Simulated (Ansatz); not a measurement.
A run of Ansatz 0.2.0:

File input.yaml:

```yaml
crystal:
  lattice:
    - [3.60640121, 0.0, 0.0]
    - [-1.8032006, 3.12323506, 0.0]
    - [0.0, 0.0, 3.57319416]
  atoms:
    - { symbol: Ga, position: [0.33333333, 0.66666667, 0.5] }
    - { symbol: As, position: [0.0, 0.0, 0.0] }
hamiltonian:
  xc: pbe
  pseudopotentials: { kind: paw }
kpoints:
  mp_grid: { grid: [9, 9, 8] }
  band_path:
    path:
      - [[0.0, 0.0, 0.0], [0.5, 0.0, 0.0], [0.3333333333, 0.3333333333, 0.0], [0.0, 0.0, 0.0], [0.0, 0.0, 0.5], [0.5, 0.0, 0.5], [0.3333333333, 0.3333333333, 0.5], [0.0, 0.0, 0.5]]
      - [[0.5, 0.0, 0.5], [0.5, 0.0, 0.0]]
      - [[0.3333333333, 0.3333333333, 0.0], [0.3333333333, 0.3333333333, 0.5]]
    npoints: 14
scf:
  occupations: { method: fermi_dirac, width: 0.05 }
  n_extra_bands: 6
output:
  forces: true
  stress: true
  eigenvalues: true
  fatbands: false
```

Potentials or basis: Ansatz PAW.

Launch:

```sh
$ ansatz run input.yaml --threads 2 --pin off --max-ram 5632MiB --backend cpu --events-out ev --progress --plain --runs-dir out
```

Hardware: 2 threads of Arm Neoverse V2, with other jobs on the host.

Problem. How long does it take, and how much memory?

Solution. It took 3.8 s on 2 threads of Arm Neoverse V2 (shared host), peak memory 0.35 GiB. Counts: scf iterations 6, plane waves 767, k points 60, bands 20.
